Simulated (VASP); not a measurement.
The system is V.

```
CELL_PARAMETERS angstrom
-1.51435 1.51435 1.51435
1.51435 -1.51435 1.51435
1.51435 1.51435 -1.51435
ATOMIC_POSITIONS crystal
V 0.00000 0.00000 0.00000
```

- Program: VASP 6.6.1
- Task: single point
- Functional: PBEsol
- Potentials or basis: VASP PAW PBE potentials, release 64 (V_sv)
- Cutoff: 520 eV
- k mesh: 12 × 12 × 12
- Occupations: fermi-dirac, width 0.05 eV
- Spin: collinear spin, ferromagnetic start
- Starting moments: [2.0] μB

On this cell: pressure -11.9 GPa; net moment 0.00 μB per cell; band gap on the k mesh none (metal or under the smearing width).

The same run follows on a disturbed copy (cell strained at random at fixed volume):

```
CELL_PARAMETERS angstrom
-1.51699 1.52013 1.57756
1.49873 -1.47807 1.51724
1.50658 1.46766 -1.53549
ATOMIC_POSITIONS crystal
V 0.01027 0.00456 0.99881
```

Problem. What changes?

Solution. The energy (extrapolated to zero smearing) moves by +3.8 meV/atom; pressure -11.8 GPa; net moment 0.00 μB per cell; band gap on the k mesh none (metal or under the smearing width).

Stress tensor (GPa, compression positive):
```
-11.03   0.02   0.32
  0.02 -10.63  -0.36
  0.32  -0.36 -13.80
```

Caveats: the PAW data sets were made with another functional, which shifts forces and pressure a little.
